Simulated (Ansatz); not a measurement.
MgO2:

```
Mg O
1.0
     4.82861    0.00000    0.00000
     0.00000    4.82861    0.00000
     0.00000    0.00000    4.82861
Mg O
4 8
Direct
  0.00000 0.00000 0.00000
  0.50000 0.00000 0.50000
  0.50000 0.50000 0.00000
  0.00000 0.50000 0.50000
  0.58942 0.91058 0.08942
  0.91058 0.08942 0.58942
  0.08942 0.58942 0.91058
  0.41058 0.41058 0.41058
  0.58942 0.58942 0.58942
  0.91058 0.41058 0.08942
  0.08942 0.91058 0.41058
  0.41058 0.08942 0.91058
```

The cell is a database's computed one.

* Program: Ansatz 0.2.0
* Task: relaxation of cell and atoms
* Functional: BLYP
* Potentials or basis: Ansatz PAW
* Cutoff: 420 eV (not typed: the program's choice for these potentials)
* k mesh: 6 × 6 × 6
* Occupations: fermi-dirac, width 0.05 eV
* Spin: no spin polarisation

At the start: volume 9.38 Å³/atom.

Problem. Where does the relaxation end?

Solution. It ends after 8 steps and the volume is 9.96 Å³/atom (+6.2 %); space group Pa-3 (No. 205, to 0.05 Å).

The path:
```tsv
step	energy change (eV)	largest force (eV/Å)	volume (Å³)
1	0.0000	0.3262	112.58
2	-0.1052	0.1806	115.61
3	-0.1309	0.0152	118.69
4	-0.1299	0.0014	118.88
5	-0.1824	0.0026	118.88
6	-0.1802	0.0009	119.49
7	-0.1798	0.0002	119.55
8	-0.1827	0.0001	119.55
```

Final structure:
```
Mg O
1.0
     4.92625    0.00000    0.00000
     0.00000    4.92625    0.00000
     0.00000    0.00000    4.92625
Mg O
4 8
Direct
  0.00000 0.00000 0.00000
  0.50000 0.00000 0.50000
  0.50000 0.50000 0.00000
  0.00000 0.50000 0.50000
  0.58933 0.91067 0.08933
  0.91067 0.08933 0.58933
  0.08933 0.58933 0.91067
  0.41067 0.41067 0.41067
  0.58933 0.58933 0.58933
  0.91067 0.41067 0.08933
  0.08933 0.91067 0.41067
  0.41067 0.08933 0.91067
```

Caveat: the plane-wave basis is chosen anew once the cell has moved, so the energies of steps on either side of that aren't comparable; the pressure holds a Pulay correction of +1.0 GPa for the finite cutoff; the PAW data sets come from PBE, with cores solved anew for the run's functional, which leaves a small shift of forces and pressure.
